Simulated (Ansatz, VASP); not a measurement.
# One calculation of Zr, two programs

INCAR

```
PREC = Accurate
ENCUT = 520
EDIFF = 1E-7
ISMEAR = -1
SIGMA = 0.1
LREAL = False
LASPH = True
NELM = 100
ALGO = Fast
ISIF = 2
LWAVE = False
LCHARG = False
GGA = RE
NBANDS = 12
```

File KPOINTS:

```
Automatic mesh
0
Gamma
  12 12 12
```

POSCAR

```
Zr
1.0
    2.8113201108      0.0000000000      0.0000000000
    0.0000000000      2.8113201108      0.0000000000
    0.0000000000      0.0000000000      2.8113201108
Zr
1
Direct
    0.0000000000      0.0000000000      0.0000000000
```

Input for Ansatz:

```yaml
crystal:
  lattice:
    - [2.8113201108, 0.0, 0.0]
    - [0.0, 2.8113201108, 0.0]
    - [0.0, 0.0, 2.8113201108]
  atoms:
    - { symbol: Zr, position: [0.0, 0.0, 0.0] }
hamiltonian:
  xc: revpbe
  pseudopotentials:
    kind: paw
    azcp:
      Zr: "pseudopotentials/Zr.paw.azcp"
basis:
  ecutwfc: 420
  fft_grid_basis: typed
kpoints:
  mp_grid: { grid: [12, 12, 12], shift: [0, 0, 0] }
magnetization:
  spin_polarized: false
scf:
  occupations: { method: fermi_dirac, width: 0.1 }
  lower_state_search: "off"
output:
  stress: true
```

Alike in both runs: task single point; functional revPBE; k mesh 12 × 12 × 12; occupations fermi-dirac, width 0.1 eV; no spin polarisation.

|  | VASP | Ansatz |
| --- | --- | --- |
| version | VASP 6.6.1 | Ansatz 0.2.0 |
| potentials or method | VASP PAW PBE potentials, release 64 (Zr_sv) | plane waves (420 eV) with PAW, scalar-relativistic |
| plane-wave cutoff (eV) | 520 | 420 |
| valence electrons in the cell | 12 | 12 |

```tsv
	VASP	Ansatz	Ansatz less VASP
pressure (GPa)	10.5	10.4	-0.09
```

The functional is the same, so the differences come from potentials, cutoffs and numerics.

Caveats: the PAW data sets were made with another functional, which shifts forces and pressure a little (VASP).
